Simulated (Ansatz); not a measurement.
# WC: the cost of one run

Computed with Ansatz 0.2.0 (DFT PBE, scalar-relativistic, unless a step's input says otherwise).

**1. The starting structure**

It takes space group P-6m2 (No. 187, hexagonal). The conventional cell has a = 2.901 Å, b = 2.901 Å, c = 2.829 Å, α = 90.00°, β = 90.00°, γ = 120.00°. W (site symmetry -6m2) has 6 C at 2.19 Å as nearest neighbours. C (site symmetry -6m2) has 6 W at 2.19 Å as nearest neighbours.

Coordinates:

```xyz
2
Lattice="2.9005 0.0000 0.0000 -1.4503 2.5119 0.0000 0.0000 0.0000 2.8290" Properties=species:S:1:pos:R:3 pbc="T T T"
W     0.0000    0.0000    0.0000
C     1.4503    0.8373    1.4145
```

Atoms are numbered in the order of the input: W1, C2.

**2. After the deformation**

Space group P-6m2 before, P-6m2 after.

**3. LAPW, all electrons**

input.yaml reads:

```yaml
crystal:
  lattice:
    - [2.8714964216, 0.0, 0.0]
    - [-1.4357482108, 2.486788848, 0.0]
    - [0.0, 0.0, 2.829]
  atoms:
    - { symbol: W, position: [0.0, 0.0, 0.0] }
    - { symbol: C, position: [0.6666666667, 0.3333333333, 0.5] }
kpoints:
  mp_grid: { grid: [13, 13, 12] }
  band_path:
    path:
      - [0.0, 0.0, 0.0]
      - [0.5, 0.0, 0.0]
      - [0.3333333333, 0.3333333333, 0.0]
      - [0.0, 0.0, 0.0]
      - [0.0, 0.0, 0.5]
      - [0.5, 0.0, 0.5]
      - [0.3333333333, 0.3333333333, 0.5]
      - [0.0, 0.0, 0.5]
      - [0.5, 0.0, 0.5]
    npoints: 5
scf:
  occupations: { method: fermi_dirac, width: 0.05 }
hamiltonian:
  xc: pbe
  pseudopotentials: { kind: all_electron, lapw: { basis_error: 0.001 } }
output:
  forces: true
  stress: true
  eigenvalues: true
```

Started as:

```
$ ansatz run input.yaml --threads 1 --pin off --max-ram 3072MiB --backend cpu --events-out ev --progress --plain --runs-dir out
```

What time and memory should one allow on 1 thread of Intel Xeon 6975P-C (Granite Rapids), shared host?

About 29 s, with a peak of 0.51 GiB.
